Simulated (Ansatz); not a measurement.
A computed series for Sb2Te3: response to strain

Consider Sb$_{2}$Te$_{3}$ in the Bi2Te3 type structure (space group R-3m, No. 166; a = 4.287 Å, c = 30.930 Å (hexagonal axes)). Axes: x lies along a and z along c of the hexagonal cell.

Strains are applied to the cell and any free atomic positions relax; under biaxial strain the out-of-plane vector relaxes too.

Method: r2SCAN+rVV10 (Ansatz, an electronic-structure program; PAW; 500 eV plane waves; no spin-orbit coupling), earlier PAW set.

Notes on the quantities. energy relative to the base: free energy F; pressure: mean of the normal stresses, compression positive.

```json
[
 {"case": "base", "band gap": "0.27 eV", "energy relative to the base": "0 meV/atom", "pressure": "0.00 GPa"},
 {"case": "biaxial strain −2.70 %, plane normal [001], relaxed out of plane", "band gap": "0.21 eV", "energy relative to the base": "+12 meV/atom", "pressure": "1.49 GPa"},
 {"case": "biaxial strain −0.36 %, plane normal [001], relaxed out of plane", "band gap": "0.29 eV", "energy relative to the base": "+0.2 meV/atom", "pressure": "0.19 GPa"},
 {"case": "isotropic strain −4.25 %", "band gap": "zero", "energy relative to the base": "+70 meV/atom", "pressure": "6.5 GPa"},
 {"case": "isotropic strain −1.98 %", "band gap": "zero", "energy relative to the base": "+14 meV/atom", "pressure": "2.5 GPa"},
 {"case": "isotropic strain −1.37 %", "band gap": "0.14 eV", "energy relative to the base": "+6.3 meV/atom", "pressure": "1.60 GPa"},
 {"case": "uniaxial strain ε_zz = −0.71 %", "band gap": "0.22 eV", "energy relative to the base": "+0.2 meV/atom", "pressure": "0.18 GPa"}
]
```

The mesh was chosen for an insulator and is coarse for the gapless case. With Sb and Te present, leaving out spin-orbit coupling can change the band edges. No phonon test of stability was made. The final runs are not spin-polarised. Gaps under 0.05 eV, about the width of the smearing, are given as zero. A zero or small gap of Sb2Te3 can be the functional's error rather than a property of the material.
